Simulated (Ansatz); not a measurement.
# CoO (R-3m) in Ansatz: settings compared, part 2 of 2

Ansatz 0.2.0. Earlier steps stand in the parts before.

**7. Single point, r2SCAN, collinear spin, ferromagnetic start, 9.77 Å³/atom (volume scaled by 1.02)**

input.yaml

```yaml
crystal:
  lattice:
    - [1.515439832, 0.874939595, 2.4560858334]
    - [-1.515439832, 0.874939595, 2.4560858334]
    - [0.0, -1.74987919, 2.4560858334]
  atoms:
    - { symbol: Co, position: [0.0, 0.0, 0.0], spin: 2.0 }
    - { symbol: O, position: [0.5, 0.5, 0.5] }
hamiltonian:
  xc: r2scan
  pseudopotentials: { kind: paw }
magnetization:
  spin_polarized: true
kpoints:
  mp_grid: { grid: [11, 11, 11] }
scf:
  occupations: { method: fermi_dirac, width: 0.05 }
output:
  forces: true
  stress: true
  eigenvalues: true
```

Run with:

```sh
$ ansatz run input.yaml --threads 2 --pin off --max-ram 5632MiB --backend cpu --events-out ev --progress --plain --runs-dir out
```

Run time: 19 s. Hardware: 2 threads of Arm Neoverse V2, shared host; peak memory 0.77 GiB.

It converged, with:

| Item | Value |
| --- | --- |
| Free energy | -5699.5762 eV |
| Pressure | -3.4 GPa |
| Band gap on the k mesh | 0.52 eV, indirect (least direct gap 1.36 eV) |
| Net moment | 3.00 μB per cell |
| Absolute moment | 3.02 μB per cell |
| Site moments | Co +2.61; O +0.27 μB |

Caveat: the magnetic or orbital state may not be the lowest; odd divisions of the mesh miss points on the zone boundary, where band edges often lie, so the gap on the mesh can be too wide; a cell with one magnetic atom can't hold antiferromagnetic order, which such compounds often take; the PAW data sets come from PBE, with cores solved anew for the run's functional, which leaves a small shift of forces and pressure.

**8. Single point, r2SCAN, collinear spin, ferromagnetic start, 9.96 Å³/atom (volume scaled by 1.04)**

input.yaml, as its differences from that of step 7:

```diff
@@ -2,5 +2,5 @@
   lattice:
-    - [1.515439832, 0.874939595, 2.4560858334]
-    - [-1.515439832, 0.874939595, 2.4560858334]
-    - [0.0, -1.74987919, 2.4560858334]
+    - [1.5252806262, 0.8806211801, 2.4720348897]
+    - [-1.5252806262, 0.8806211801, 2.4720348897]
+    - [0.0, -1.7612423603, 2.4720348897]
   atoms:
```

Run with:

```sh
$ ansatz run input.yaml --threads 2 --pin off --max-ram 5632MiB --backend cpu --events-out ev --progress --plain --runs-dir out
```

Wall time 19 s (2 threads of Arm Neoverse V2, shared host); peak memory 0.78 GiB.

The run converged. Its results:

```yaml
Free_energy: -5699.5638 eV
Pressure: -6.9 GPa
Band_gap_on_the_k_mesh: 0.60 eV, indirect (least direct gap 1.39 eV)
Net_moment: 3.00 μB per cell
Absolute_moment: 3.02 μB per cell
Site_moments: Co +2.61; O +0.27 μB
```

Caveat: the magnetic or orbital state may not be the lowest; odd divisions of the mesh miss points on the zone boundary, where band edges often lie, so the gap on the mesh can be too wide; a cell with one magnetic atom can't hold antiferromagnetic order, which such compounds often take; the PAW data sets come from PBE, with cores solved anew for the run's functional, which leaves a small shift of forces and pressure.

**9. Single point, r2SCAN, collinear spin, ferromagnetic start, 10.15 Å³/atom (volume scaled by 1.06)**

input.yaml, as its differences from that of step 8:

```diff
@@ -2,5 +2,5 @@
   lattice:
-    - [1.5252806262, 0.8806211801, 2.4720348897]
-    - [-1.5252806262, 0.8806211801, 2.4720348897]
-    - [0.0, -1.7612423603, 2.4720348897]
+    - [1.5349960513, 0.8862303835, 2.4877807593]
+    - [-1.5349960513, 0.8862303835, 2.4877807593]
+    - [0.0, -1.7724607669, 2.4877807593]
   atoms:
@@ -21 +21,5 @@
   eigenvalues: true
+  write_density: true
+  write_potential: true
+  elf: true
+  volumetric_format: npy
```

Potentials or basis: Ansatz PAW.

Run with:

```sh
$ ansatz run input.yaml --threads 2 --pin off --max-ram 5632MiB --backend cpu --events-out ev --progress --plain --runs-dir out
```

Wall time 21 s (2 threads of Arm Neoverse V2, shared host); peak memory 0.79 GiB.

Results (log left out):

```
Free energy            : -5699.5437 eV
Pressure               : -9.9 GPa
Band gap on the k mesh : 0.68 eV, indirect (least direct gap 1.41 eV)
Net moment             : 3.00 μB per cell
Absolute moment        : 3.02 μB per cell
Site moments           : Co +2.62; O +0.26 μB
```

Caveat: the magnetic or orbital state may not be the lowest; odd divisions of the mesh miss points on the zone boundary, where band edges often lie, so the gap on the mesh can be too wide; a cell with one magnetic atom can't hold antiferromagnetic order, which such compounds often take; the PAW data sets come from PBE, with cores solved anew for the run's functional, which leaves a small shift of forces and pressure.

**10. Equation of state, r2SCAN, collinear spin, ferromagnetic start**

Potentials or basis: Ansatz PAW.

No new run: the results of the series are fitted here.

What came out:

```
Equilibrium volume                        : 9.60 Å³/atom
Bulk modulus at fixed shape and positions : 199 GPa
Pressure derivative of the bulk modulus   : 4.4
```

Energy against volume, from the lowest point:
```csv
volume (Å³/atom),energy (meV/atom)
9.003,25.43
9.195,11.20
9.387,2.93
9.578,0.00
9.770,1.88
9.961,8.07
10.153,18.14
```

Caveat: the magnetic or orbital state may not be the lowest; the cell was scaled at fixed shape and fractional positions, which overstates the stiffness of a crystal with free parameters, most of all of layers and chains; the PAW data sets were made with another functional, which shifts forces and pressure a little.

**11. Band structure, PBE, collinear spin, ferromagnetic start**

input.yaml

```yaml
crystal:
  lattice:
    - [1.5054695445, 0.8691832468, 2.4399269062]
    - [-1.5054695445, 0.8691832468, 2.4399269062]
    - [0.0, -1.7383664936, 2.4399269062]
  atoms:
    - { symbol: Co, position: [0.0, 0.0, 0.0], spin: 2.0 }
    - { symbol: O, position: [0.5, 0.5, 0.5] }
hamiltonian:
  xc: pbe
  pseudopotentials: { kind: paw }
magnetization:
  spin_polarized: true
kpoints:
  mp_grid: { grid: [11, 11, 11] }
  band_path:
    path:
      - [[0.0, 0.0, 0.0], [0.5, 0.0, 0.0], [0.5, 0.2512681158, -0.2512681158]]
      - [[0.7487318842, 0.5, 0.2512681158], [0.5, 0.5, 0.5], [0.0, 0.0, 0.0], [0.3756340579, 0.0, -0.3756340579]]
      - [[0.6243659421, 0.3756340579, 0.0], [0.5, 0.5, 0.0], [0.6243659421, 0.6243659421, 0.2512681158], [0.5, 0.5, 0.5]]
      - [[0.5, 0.0, 0.0], [0.7487318842, 0.3756340579, 0.3756340579]]
    npoints: 14
scf:
  occupations: { method: fermi_dirac, width: 0.05 }
  n_extra_bands: 6
output:
  forces: true
  stress: true
  eigenvalues: true
  fatbands: true
```

Potentials or basis: Ansatz PAW.

Run with:

```sh
$ ansatz run input.yaml --threads 2 --pin off --max-ram 5632MiB --backend cpu --events-out ev --progress --plain --runs-dir out
```

The program printed:

```text
Warning: RAYON_NUM_THREADS=2 ignored (pool sized by the plan → 2); use --threads N
scf.n_extra_bands = 6 over 12 filled bands (N_el = 23.0): the run solves 18 bands
Engine: ansatz 0.2.0, aarch64-unknown-linux-gnu
Pseudopotentials: kind: paw
Pseudopotential: Co, paw, valence charge 17, recommended cutoff 420 eV (normal), Co.paw.azcp
Pseudopotential: O, paw, valence charge 6, recommended cutoff 420 eV (normal), O.paw.azcp
Functional definition: PBE
  parameter kappa = 0.804
  parameter beta = 0.06672455060314922
  exchange = pbe_x(kappa = kappa, mu = beta*pi^2/3)
  correlation = pbe_c(beta = beta)
Crystal: 2 atoms, lattice volume = 19.156 Å³
Basis set: ecut = 420 eV, 339 PW (Γ), exchange–correlation on 48×48×48 points (8 copies of the dense FFT grid, shifted against one another)
Bands: 18, of which v1, the nominal top of the filled ones, is band 12 counted from 1 (11 counted from 0)
Symmetry: 12 space group operations
Space group: R-3m (ITA 166), of the structure as read, at distance tolerance 2.7e-5 Å
Magnetic group: BNS 166.97 (UNI 1327), of the structure as read, at distance tolerance 2.7e-5 Å
k-points: 146 of 1331
Non-local potential: Co, projectors of the file, l = 0: 3, l = 1: 2, l = 2: 3, l = 3: 1
Non-local potential: O, projectors of the file, l = 0: 2, l = 1: 2, l = 2: 1
PAW form: soft (Blöchl's): semilocal exchange-correlation on the pseudo side does not see the compensation charge
PAW one-centre angular grid: Co, 590 points (default); XC on 64 Gauss nodes
PAW one-centre angular grid: O, 110 points (default); XC on 64 Gauss nodes
[... 24 lines left out ...]
SCF converged after 14 iterations
Magnetization: 2.9049 μB (12.9525 up, 10.0475 down)
Absolute magnetization: 2.9198 μB (∫|ρ↑−ρ↓|, with the PAW one-centre terms)
Spin contamination: 0.0083 ħ² per cell (⟨S²⟩ above its minimum at these occupations)
Per-site moments (μB) at R_I (Å): [(2.4740601763803416, 0.876038603632342), (0.31323069910778045, 0.876038603632342)]
Free energy (F): -5692.117002 eV
Harris-Foulkes:  -5692.117002 eV  (|F-HF|=6.59e-10)
Internal energy: -5692.083396 eV  (E = F + TS)
E sigma→0 (E₀):  -5692.100199 eV
Entropy (-TS):   -0.033607 eV (-16.803 meV/atom)
Fermi energy:    14.068111 eV
--- Per-component energies (eV) ---
  E_band       = -301.726113
  E_kinetic    = 617.818711
  E_local      = -3420.672025  (includes V_loc(G=0)·N_el)
  E_nonlocal   = 514.279433
  E_hartree    = 1404.889475
  E_xc         = -228.717501
  E_vxc        = -293.944309  (∫ρ·V_xc dr)
  E_paw        = -1676.999712  (= ΣΔE_a)
  E_vpaw       = -528.988020  (= ΣTr[D̂ρ^β])
  E_aug_tail   = 0.002499  (compensation charges beyond the density's cutoff)
  E_ewald      = -2902.684276
  E_smearing   = -0.033607  (= −TS)
  E_closure    = -0.000000  (closes the sum)
  Σ components = -5692.117002   (vs F -5692.117002, Δ=0.00e0)
--- Forces (eV/Å), atoms counted from 1 ---
  atom   1  Co    -0.00000000     0.00000000     0.00000000
  atom   2  O      0.00000000    -0.00000000    -0.00000000
  max |Σ_I F_I| component: 3.68e-30 eV/Å
--- Stress (GPa, compression-positive) ---
        0.105185       0.000000      -0.000000
        0.000000       0.105185      -0.000000
       -0.000000      -0.000000      -0.339973
  P = ⅓ Tr σ = -0.0432 GPa (-0.432 kbar)
--- Band table (eV; the first three rows and the last of 292) ---
  k-point 0 ↑: bands = ["-82.8040", "-46.0742", "-46.0742", "-46.0570", "-6.2718", "10.7809", "10.7809", "10.8369", "10.8369", "10.8852", "10.9554", "10.9554", "11.0064", "15.0173", "30.8158", "32.0689", "32.0689", "32.2811"]
  k-point 1 ↑: bands = ["-82.8038", "-46.0770", "-46.0746", "-46.0577", "-6.1849", "9.9698", "9.9721", "10.0075", "10.9972", "11.0274", "11.2986", "11.6938", "11.7175", "15.5979", "29.1782", "31.7705", "31.9414", "32.8402"]
  k-point 2 ↑: bands = ["-82.8030", "-46.0848", "-46.0757", "-46.0594", "-5.9425", "8.6902", "9.2256", "9.2646", "11.1500", "11.1828", "11.5183", "12.5363", "12.5494", "16.7978", "26.9982", "30.6718", "30.8021", "33.2628"]
  k-point 145 ↓: bands = ["-79.7549", "-43.1307", "-43.0996", "-43.0976", "-4.4446", "6.5008", "9.1967", "9.3143", "13.9180", "13.9440", "14.2175", "16.4439", "16.7612", "19.8841", "24.1871", "27.1992", "28.0836", "36.0115"]
```

fatbands.tsv:

```text
# ik	k_distance	band	e_minus_ef_up	e_minus_ef_dn	co0_l0_3S_up	co0_l0_3S_dn	co0_l0_4S_up	co0_l0_4S_dn	co0_l1_3P_up	co0_l1_3P_dn	co0_l2_3D_up	co0_l2_3D_dn	o1_l0_2S_up	o1_l0_2S_dn	o1_l1_2P_up	o1_l1_2P_dn
# fermi_ev = 14.068111
# lock_threshold_ev = 1e-12
[... 20 lines left out ...]
0	0.000000	5	-3.287193	-2.689129	0.000000	0.000000	0.000000	0.000000	0.000000	0.001311	0.998966	0.000000	0.000000	0.000000	0.000000	0.990409
[... 1390 lines left out ...]
77	6.406443	8	-3.305647	-1.588830	0.000045	0.000014	0.005009	0.004945	0.000124	0.000090	0.846683	0.871468	0.009347	0.001538	0.132675	0.104020
77	6.406443	9	-2.208325	0.068728	0.000058	0.000000	0.015436	0.000007	0.000335	0.000000	0.820803	0.999153	0.063734	0.000001	0.097190	0.000012
77	6.406443	10	-2.110661	0.154725	0.000000	0.0
```

It took 6.8 s on 2 threads of Arm Neoverse V2, shared host; peak memory 0.36 GiB.

What came out:

```
Free energy            : -5692.1170 eV
Pressure               : 0.0 GPa
Band gap on the k mesh : none (metal or under the smearing width)
Net moment             : 2.90 μB per cell
Absolute moment        : 2.92 μB per cell
Site moments           : Co +2.47; O +0.31 μB
```

Levels at the corners of the path, in eV from the Fermi level:
Spin up:
```tsv
point	band 9	band 10	band 11	band 12	band 13	band 14	band 15	band 16	band 17	band 18
Γ	-3.23	-3.18	-3.11	-3.11	-3.06	0.95	16.75	18.00	18.00	18.21
L	-2.38	-2.34	-1.82	0.10	0.11	5.01	9.31	13.35	13.45	20.46
B1	-2.54	-2.31	-2.30	-2.07	-1.36	8.07	9.93	10.01	12.66	20.99
B	-2.54	-2.31	-2.30	-2.07	-1.36	8.07	9.93	10.01	12.66	20.99
Z	-2.36	-2.36	-1.78	0.11	0.11	4.95	9.42	13.26	13.26	20.35
Γ	-3.23	-3.18	-3.11	-3.11	-3.06	0.95	16.75	18.00	18.00	18.21
X	-2.97	-2.18	-2.06	-1.94	-1.32	7.39	9.67	9.76	15.07	17.56
Q	-2.97	-2.18	-2.06	-1.94	-1.32	7.39	9.67	9.76	15.07	17.56
F	-3.97	-2.93	-2.41	-2.08	-2.06	5.82	9.78	11.64	15.64	15.75
P1	-2.96	-2.21	-2.04	-1.93	-1.30	7.40	9.62	9.80	14.95	17.70
Z	-2.36	-2.36	-1.78	0.11	0.11	4.95	9.42	13.26	13.26	20.35
L	-2.38	-2.34	-1.82	0.10	0.11	5.01	9.31	13.35	13.45	20.46
P	-2.96	-2.21	-2.04	-1.93	-1.30	7.40	9.62	9.80	14.95	17.70
```
Spin down:
| point | band 6 | band 7 | band 8 | band 9 | band 10 | band 11 | band 12 | band 13 | band 14 | band 15 |
| --- | --- | --- | --- | --- | --- | --- | --- | --- | --- | --- |
| Γ | -2.69 | -2.69 | -2.64 | -1.13 | -1.13 | -1.11 | 0.07 | 0.07 | 1.49 | 16.65 |
| L | -7.74 | -4.75 | -4.70 | -0.14 | -0.12 | 0.18 | 2.73 | 2.74 | 5.30 | 10.10 |
| B1 | -5.73 | -5.72 | -5.13 | -0.40 | -0.39 | 0.14 | 0.92 | 1.65 | 8.99 | 10.45 |
| B | -5.73 | -5.72 | -5.13 | -0.40 | -0.39 | 0.14 | 0.92 | 1.65 | 8.99 | 10.45 |
| Z | -7.71 | -4.77 | -4.77 | -0.11 | -0.11 | 0.18 | 2.75 | 2.75 | 5.24 | 10.22 |
| Γ | -2.69 | -2.69 | -2.64 | -1.13 | -1.13 | -1.11 | 0.07 | 0.07 | 1.49 | 16.65 |
| X | -6.15 | -5.76 | -4.37 | -1.06 | -0.02 | 0.16 | 1.16 | 1.62 | 8.22 | 10.23 |
| Q | -6.15 | -5.76 | -4.37 | -1.06 | -0.02 | 0.16 | 1.16 | 1.62 | 8.22 | 10.23 |
| F | -6.53 | -3.97 | -3.91 | -2.28 | 0.13 | 0.14 | 0.56 | 1.03 | 6.69 | 10.25 |
| P1 | -6.14 | -5.76 | -4.43 | -1.02 | -0.02 | 0.15 | 1.16 | 1.64 | 8.22 | 10.19 |
| Z | -7.71 | -4.77 | -4.77 | -0.11 | -0.11 | 0.18 | 2.75 | 2.75 | 5.24 | 10.22 |
| L | -7.74 | -4.75 | -4.70 | -0.14 | -0.12 | 0.18 | 2.73 | 2.74 | 5.30 | 10.10 |
| P | -6.14 | -5.76 | -4.43 | -1.02 | -0.02 | 0.15 | 1.16 | 1.64 | 8.22 | 10.19 |

Caveat: the pressure holds a Pulay correction of +0.7 GPa for the finite cutoff; a cell with one magnetic atom can't hold antiferromagnetic order, which such compounds often take; semilocal functionals often make such compounds metallic where correlation or magnetic order opens a gap, which also shifts bond lengths. With open d or f shells a metallic result of PBE can be an artefact of self-interaction; +U or a hybrid may open a gap.

**12. Overview**

```tsv
task	level	cutoff (eV)	points for each segment of the path	gap on the mesh (eV)	pressure (GPa)	moment (μB)
band structure	r2SCAN	500	14	0.43	0.4	3.00
equation of state	r2SCAN	500	-	-	-	-
band structure	PBE	420	14	none	0.0	2.90
```

Alike in all rows: potentials or basis Ansatz PAW; spin collinear, ferromagnetic start; cell as given; k mesh 11 × 11 × 11; smearing fermi-dirac 0.05 eV.

Caveats: the magnetic or orbital state may not be the lowest (some runs); a cell with one magnetic atom can't hold antiferromagnetic order, which such compounds often take (some runs); the PAW data sets come from PBE, with cores solved anew for the run's functional, which leaves a small shift of forces and pressure (some runs); the cell was scaled at fixed shape and fractional positions, which overstates the stiffness of a crystal with free parameters, most of all of layers and chains (some runs); the PAW data sets were made with another functional, which shifts forces and pressure a little (some runs); semilocal functionals often make such compounds metallic where correlation or magnetic order opens a gap, which also shifts bond lengths (some runs).

Absolute energies hang on the potentials; compare differences alone.
